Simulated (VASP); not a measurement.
**VASP 6.6.1, r²SCAN relaxation of cell and atoms, Ge (diamond)**

INCAR

```
ALGO = Normal
NSW = 40
LREAL = .FALSE.
ENCUT = 600
METAGGA = R2SCAN
PREC = Accurate
NBANDS = 21
LCHARG = .FALSE.
ISMEAR = -1
IBRION = 2
NELM = 120
SIGMA = 0.02
LASPH = .TRUE.
LWAVE = .FALSE.
ISIF = 3
EDIFF = 1E-7
EDIFFG = -5E-3
```

KPOINTS

```
KPOINTS created by Atomic Simulation Environment
0
Gamma
8 8 8
0 0 0
```

POSCAR

```
Ge
 1.0000000000000000
    -0.0000000000000000    2.8806946027756952    2.8806946027756952
     2.8806946027756952    0.0000000000000000    2.8806946027756952
     2.8806946027756952    2.8806946027756952    0.0000000000000000
 Ge
   2
Cartesian
  0.0000000000000000 -0.0000000000000000  0.0000000000000000
  1.4403473013878476  1.4403473013878476  1.4403473013878476
```

VASP ran with the recommended PBE PAW datasets (28 valence electrons in the cell).

OSZICAR

```
N       E                     dE             d eps       ncg     rms          rms(c)
DAV:   1     0.176723974904E+03    0.17672E+03   -0.16063E+04  1370   0.396E+03
DAV:   2    -0.965712641737E+00   -0.17769E+03   -0.17207E+03  1223   0.653E+02
DAV:   3    -0.293802704407E+02   -0.28415E+02   -0.28218E+02  1413   0.153E+02
DAV:   4    -0.304050103701E+02   -0.10247E+01   -0.10241E+01  1391   0.335E+01
DAV:   5    -0.304225161744E+02   -0.17506E-01   -0.17505E-01  1406   0.477E+00    0.314E+00
DAV:   6    -0.277331440066E+02    0.26894E+01   -0.32712E-01  1294   0.983E+00    0.183E+00
DAV:   7    -0.277191981966E+02    0.13946E-01   -0.93808E-02  1547   0.404E+00    0.261E-01
DAV:   8    -0.277187567262E+02    0.44147E-03   -0.48479E-03  1594   0.114E+00    0.101E-01
DAV:   9    -0.277188603615E+02   -0.10364E-03   -0.76254E-03  1617   0.174E+00    0.653E-02
DAV:  10    -0.277186229614E+02    0.23740E-03   -0.50326E-04  1543   0.403E-01    0.320E-02
DAV:  11    -0.277185399731E+02    0.82988E-04   -0.41532E-04  1725   0.383E-01    0.771E-03
DAV:  12    -0.277185421392E+02   -0.21661E-05   -0.20890E-05  1543   0.709E-02    0.372E-03
DAV:  13    -0.277185467877E+02   -0.46485E-05   -0.10341E-06  1359   0.108E-02    0.111E-03
...
DAV:  10    -0.277358028616E+02   -0.15812E-07   -0.23893E-09   624   0.538E-04
   2 F= -.27735803E+02 E0= -.27735803E+02  d E =-.172565E-01
       N       E                     dE             d eps       ncg     rms          rms(c)
DAV:   1    -0.278031066773E+02   -0.67304E-01   -0.84533E-01  1689   0.183E+01    0.150E+00
DAV:   2    -0.277554641561E+02    0.47643E-01   -0.53657E-02  1592   0.460E+00    0.765E-01
DAV:   3    -0.277390458847E+02    0.16418E-01   -0.24804E-02  1634   0.273E+00    0.174E-01
DAV:   4    -0.277380760464E+02    0.96984E-03   -0.25733E-03  1585   0.983E-01    0.456E-02
DAV:   5    -0.277380866438E+02   -0.10597E-04   -0.13838E-04  1584   0.207E-01    0.296E-02
DAV:   6    -0.277381028061E+02   -0.16162E-04   -0.17213E-05  1537   0.830E-02    0.129E-03
DAV:   7    -0.277381031148E+02   -0.30875E-06   -0.60152E-07  1359   0.997E-03    0.628E-04
DAV:   8    -0.277381035358E+02   -0.42100E-06   -0.28419E-08   833   0.235E-03    0.292E-04
DAV:   9    -0.277381033786E+02    0.15722E-06   -0.36639E-09   609   0.726E-04    0.198E-05
DAV:  10    -0.277381033770E+02    0.16189E-08   -0.49578E-10   609   0.297E-04
   3 F= -.27738103E+02 E0= -.27738103E+02  d E =-.195570E-01
```

From OUTCAR

```
k-points           NKPTS =     29   k-points in BZ     NKDIM =     29   number of bands    NBANDS=     21

   NELECT =      28.0000    total number of electrons

   dimension x,y,z NGX =    36 NGY =   36 NGZ =   36
   dimension x,y,z NGXF=    72 NGYF=   72 NGZF=   72

  energy-cutoff  :      600.00
  volume of cell :       45.69
      direct lattice vectors                 reciprocal lattice vectors
     0.000000000  2.837367907  2.837367907    -0.176219657  0.176219657  0.176219657
     2.837367907 -0.000000000  2.837367907     0.176219657 -0.176219657  0.176219657
     2.837367907  2.837367907  0.000000000     0.176219657  0.176219657 -0.176219657

 k-points in reciprocal lattice and weights: KPOINTS created by Atomic Simulation Env
   0.00000000  0.00000000  0.00000000       0.002
   0.12500000  0.00000000  0.00000000       0.016
   0.25000000  0.00000000  0.00000000       0.016
   0.37500000  0.00000000  0.00000000       0.016
   0.50000000  0.00000000  0.00000000       0.008
   0.12500000  0.12500000  0.00000000       0.012
   0.25000000  0.12500000  0.00000000       0.047
   0.37500000  0.12500000  0.00000000       0.047
   ...

 E-fermi :   4.8848

 k-point     1 :       0.0000    0.0000    0.0000
  band No.  band energies     occupation
      1     -20.7674      2.00000
      2     -20.7674      2.00000
      3     -20.7674      2.00000
      4     -20.7288      2.00000
      5     -20.7288      2.00000
      6     -20.5161      2.00000
      7     -20.5161      2.00000
      8     -20.5161      2.00000
      9     -20.4971      2.00000
     10     -20.4971      2.00000
     11      -8.5186      2.00000
     12       4.7146      1.99960
     13       4.7147      1.99960
     14       4.7147      1.99960
     15       5.0336      0.00117
     16       7.4245      0.00000
     17       7.4246      0.00000
     18       7.4246      0.00000
     19      11.7511      0.00000
     20      14.6260      0.00000
     21      14.6260      0.00000

 k-point     2 :       0.1250    0.0000    0.0000
  band No.  band energies     occupation
      1     -20.7756      2.00000
      2     -20.7756      2.00000
      3     -20.7649      2.00000
      4     -20.7171      2.00000
      5     -20.7171      2.00000
      6     -20.5262      2.00000
      7     -20.5262      2.00000
      8     -20.5191      2.00000
      9     -20.4888      2.00000
     10     -20.4888      2.00000
     11      -8.3206      2.00000
     12       2.3618      2.00000
     13       4.3663      2.00000
     14       4.3664      2.00000
     15       5.9772      0.00000
     16       7.8922      0.00000
     17       7.8922      0.00000
     18       8.4647      0.00000
     19      12.6599      0.00000
     20      13.7559      0.00000
     21      13.7560      0.00000

 k-point     3 :       0.2500    0.0000    0.0000
  band No.  band energies     occupation
      1     -20.7859      2.00000
      2     -20.7858      2.00000
      3     -20.7587      2.00000
      4     -20.6994      2.00000
      5     -20.6994      2.00000
      6     -20.5390      2.00000
      7     -20.5390      2.00000
      8     -20.5263      2.00000
      9     -20.4795      2.00000
     10     -20.4795      2.00000
     11      -7.7461      2.00000
     12      -0.1090      2.00000
     13       3.7937      2.00000
     14       3.7938      2.00000
     15       5.6171      0.00000
     16       8.5623      0.00000
     17       8.5623      0.00000
     18      10.7493      0.00000
     19      13.3197      0.00000
     20      13.5093      0.00000
     21      13.5093      0.00000

 k-point     4 :       0.3750    0.0000    0.0000
  band No.  band energies     occupation
      1     -20.7910      2.00000
      2     -20.7910      2.00000
      3     -20.7523      2.00000
      4     -20.6887      2.00000
      5     -20.6887      2.00000
      6     -20.5454      2.00000
      7     -20.5454      2.00000
      8     -20.5338      2.00000
      9     -20.4749      2.00000
     10     -20.4749      2.00000
     11      -6.9055      2.00000
     12      -2.1455      2.00000
     13       3.3866      2.00000
     14       3.3866      2.00000
     15       5.2580      0.00000
     16       8.7362      0.00000
     17       8.7362      0.00000
     18      12.4613      0.00000
     19      13.6001      0.00000
     20      14.7315      0.00000
     21      14.7316      0.00000

 k-point     5 :       0.5000    0.0000    0.0000
  band No.  band energies     occupation
      1     -20.7922      2.00000
      2     -20.7922      2.00000
      3     -20.7496      2.00000
      4     -20.6858      2.00000
      5     -20.6858      2.00000
      6     -20.5466      2.00000
      7     -20.5466      2.00000
      8     -20.5369      2.00000
      9     -20.4737      2.00000
     10     -20.4737      2.00000
     11      -6.3476      2.00000
     12      -3.1095      2.00000
     13       3.2446      2.00000
     14       3.2447      2.00000
     15       5.1287      0.00001
     16       8.7078      0.00000
     17       8.7078      0.00000
     18      12.3625      0.00000
     19      15.8601      0.00000
     20      16.4966      0.00000
     21      16.5473      0.00000

 k-point     6 :       0.1250    0.1250    0.0000
  band No.  band energies     occupation
      1     -20.7749      2.00000
      2     -20.7732      2.00000
      3     -20.7732      2.00000
      4     -20.7195      2.00000
      5     -20.7047      2.00000
      6     -20.5497      2.00000
      7     -20.5071      2.00000
      8     -20.5071      2.00000
      9     -20.5054      2.00000
     10     -20.4835      2.00000
     11      -8.2535      2.00000
     12       2.3468      2.00000
     13       3.8098      2.00000
     14       3.8099      2.00000
     15       6.8094      0.00000
     16       7.2159      0.00000
     17       8.6706      0.00000
     18       8.6706      0.00000
     19      12.5552      0.00000
     20      12.9565      0.00000
     21      14.9042      0.00000

 k-point     7 :       0.2500    0.1250    0.0000
  band No.  band energies     occupation
      1     -20.7889      2.00000
      2     -20.7815      2.00000
      3     -20.7642      2.00000
      4     -20.7050      2.00000
      5     -20.6842      2.00000
      6     -20.5704      2.00000
      7     -20.5234      2.00000
      8     -20.5092      2.00000
      9     -20.4909      2.00000
     10     -20.4752      2.00000
     11      -7.7995      2.00000
     12       0.4597      2.00000
     13       3.1714      2.00000
     14       3.2234      2.00000
     15       6.8436      0.00000
     16       7.5706      0.00000
     17       9.5448      0.00000
     18       9.8998      0.00000
     19      12.4950      0.00000
     20      14.2674      0.00000
     21      14.7343      0.00000

 k-point     8 :       0.3750    0.1250    0.0000
  band No.  band energies     occupation
      1     -20.8000      2.00000
      2     -20.7892      2.00000
      3     -20.7492      2.00000
      4     -20.6894      2.00000
      5     -20.6716      2.00000
      6     -20.5789      2.00000
      7     -20.5390      2.00000
      8     -20.5246      2.00000
      9     -20.4793      2.00000
     10     -20.4651      2.00000
     11      -7.0221      2.00000
     12      -1.5839      2.00000
     13       2.4812      2.00000
     14       2.8910      2.00000
     15       6.5656      0.00000
     16       8.2673      0.00000
     17       9.7419      0.00000
     18      10.7236      0.00000
     19      14.1221      0.00000
     20      14.6183      0.00000
     21      15.5960      0.00000

 k-point     9 :       0.5000    0.1250    0.0000
  band No.  band energies     occupation
      1     -20.8046      2.00000
      2     -20.7944      2.00000
      3     -20.7366      2.00000
      4     -20.6775      2.00000
      5     -20.6738      2.00000
      6     -20.5703      2.00000
      7     -20.5528      2.00000
      8     -20.5402      2.00000
      9     -20.4710      2.00000
     10     -20.4608      2.00000
     11      -6.2459      2.00000
     12      -2.9764      2.00000
     13       2.0077      2.00000
     14       2.8843      2.00000
     15       6.3401      0.00000
     16       8.5298      0.00000
     17       9.4628      0.00000
     18      12.3492      0.00000
     19      14.1944      0.00000
     20      16.2081      0.00000
     21      16.5317      0.00000

 ...

  Total        0.0074227      0.0074227      0.0074227     -0.0000000      0.0000000     -0.0000000
  in kB        0.2603129      0.2603129      0.2603129     -0.0000000      0.0000000     -0.0000000
  external PRESSURE =       0.2603129 kB  Pullay stress =       0.0000000 kB

 POSITION                                       TOTAL-FORCE (eV/Angst)
 -----------------------------------------------------------------------------------
      0.00000     -0.00000      0.00000         0.000000      0.000000      0.000000
      1.41868      1.41868      1.41868        -0.000000     -0.000000     -0.000000
 -----------------------------------------------------------------------------------
    total drift:                                0.000000      0.000000      0.000000

  FREE ENERGIE OF THE ION-ELECTRON SYSTEM (eV)
  ---------------------------------------------------
  free  energy   TOTEN  =       -27.7381033770 eV

  energy  without entropy=      -27.7381025196  energy(sigma->0) =      -27.73810295
```

CONTCAR

```
Ge
   1.00000000000000
     0.0000000000000000    2.8373679068716817    2.8373679068716817
     2.8373679068716817   -0.0000000000000000    2.8373679068716817
     2.8373679068716817    2.8373679068716817    0.0000000000000000
  Ge
     2
Direct
     0.0000000000000000    0.0000000000000000    0.0000000000000000
     0.2500000000000000    0.2500000000000000    0.2500000000000000

  0.00000000E+00  0.00000000E+00  0.00000000E+00
  0.00000000E+00  0.00000000E+00  0.00000000E+00
```

The relaxed cell vector lengths is 4.013, 4.013, 4.013 Å and the relaxed cell volume is 45.69 Å³.
